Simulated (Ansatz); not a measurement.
SiNi:

```
Ni Si
1.0
     5.17310    0.00000    0.00000
     0.00000    3.33810    0.00000
     0.00000    0.00000    5.60490
Ni Si
4 4
Direct
  0.99221 0.75000 0.81248
  0.50779 0.25000 0.31248
  0.49221 0.75000 0.68752
  0.00779 0.25000 0.18752
  0.67872 0.25000 0.91750
  0.82128 0.75000 0.41750
  0.17872 0.25000 0.58250
  0.32128 0.75000 0.08250
```

| Quantity | Value |
| --- | --- |
| Program | Ansatz 0.2.0 |
| Task | relaxation of cell and atoms |
| Functional | PBEsol |
| Dispersion | D4 |
| Potentials or basis | Ansatz PAW |
| Cutoff | 420 eV (not typed: the program's choice for these potentials) |
| k mesh | 5 × 8 × 5 |
| Occupations | fermi-dirac, width 0.05 eV |
| Spin | collinear spin, ferromagnetic start |
| Starting moments | [1.0, 1.0, 1.0, 1.0, 0.0, 0.0, 0.0, 0.0] μB |

At the start: volume 12.10 Å³/atom.

Where does the relaxation end?

It ends after 6 steps and the volume is 11.58 Å³/atom (-4.3 %); space group Pnma (No. 62, to 0.05 Å); moment 0.00 μB per cell.

The path:
| step | energy change (eV) | largest force (eV/Å) | volume (Å³) |
| --- | --- | --- | --- |
| 1 | 0.0000 | 0.0793 | 96.79 |
| 2 | -0.0965 | 0.0983 | 94.42 |
| 3 | -0.1232 | 0.0574 | 92.39 |
| 4 | -0.1241 | 0.0224 | 92.63 |
| 5 | -0.1243 | 0.0056 | 92.65 |
| 6 | -0.1231 | 0.0056 | 92.65 |

Final structure:
```yaml
crystal:
  lattice:
    - [5.03753, 0.00000, 0.00000]
    - [0.00000, 3.36554, 0.00000]
    - [0.00000, 0.00000, 5.46495]
  atoms:
    - { symbol: Ni, position: [0.98964, 0.75000, 0.81354] }
    - { symbol: Ni, position: [0.51036, 0.25000, 0.31354] }
    - { symbol: Ni, position: [0.48964, 0.75000, 0.68646] }
    - { symbol: Ni, position: [0.01036, 0.25000, 0.18646] }
    - { symbol: Si, position: [0.67777, 0.25000, 0.91079] }
    - { symbol: Si, position: [0.82223, 0.75000, 0.41079] }
    - { symbol: Si, position: [0.17777, 0.25000, 0.58921] }
    - { symbol: Si, position: [0.32223, 0.75000, 0.08921] }
```

The cell as given is a measured one (12.10 Å³/atom); PBEsol+D4 puts the equilibrium volume -4.3 % from it, thermal expansion not counted.

Caveat: the plane-wave basis is chosen anew once the cell has moved, so the energies of steps on either side of that aren't comparable; pairwise dispersion overbinds metals, which lowers pressure and volume; the PAW data sets come from PBE, with cores solved anew for the run's functional, which leaves a small shift of forces and pressure; the starting moments weren't kept.
